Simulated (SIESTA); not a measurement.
Crystal: Si2Mo.

```xyz
3
Lattice="-1.6000 1.6000 3.9305 1.6000 -1.6000 3.9305 1.6000 1.6000 -3.9305" Properties=species:S:1:pos:R:3 pbc="T T T"
Mo    0.0000    0.0000    0.0000
Si    0.0000    0.0000    5.2433
Si    0.0000    0.0000    2.6177
```

Base run:

```yaml
Program: SIESTA 5.4.2
Functional: PBE
Potentials_or_basis: PseudoDojo 0.4 standard (PBE files)
Basis: TZP (energy shift 0.002 Ry)
Grid_cutoff: 800 Ry
Energy_shift: 0.002 Ry
k_mesh: 12 × 12 × 12
Occupations: fermi-dirac, width 0.05 eV
Spin: no spin polarisation
```

Its results: band gap on the k mesh none (metal or under the smearing width); pressure 2.4 GPa; largest force 0.292 eV/Å.

The run is repeated on the same cell with these changes: functional from PBE to RPBE; basis from TZP (energy shift 0.002 Ry) to DZP (energy shift 0.002 Ry; radii capped at 9.5 bohr). What comes out?

Band gap on the k mesh none (metal or under the smearing width); pressure 4.1 GPa; largest force 0.250 eV/Å.

Several settings changed at once, so the effect can't be laid on one alone.

Caveats: semicore shells carry a single zeta, which can move pressures by several GPa and volumes by a few percent; the basis of atomic orbitals isn't converged, which shifts pressures, moduli and gaps; the potentials were made for another functional, which shifts forces and pressure (some runs).

Not every run made on this cell is shown here.
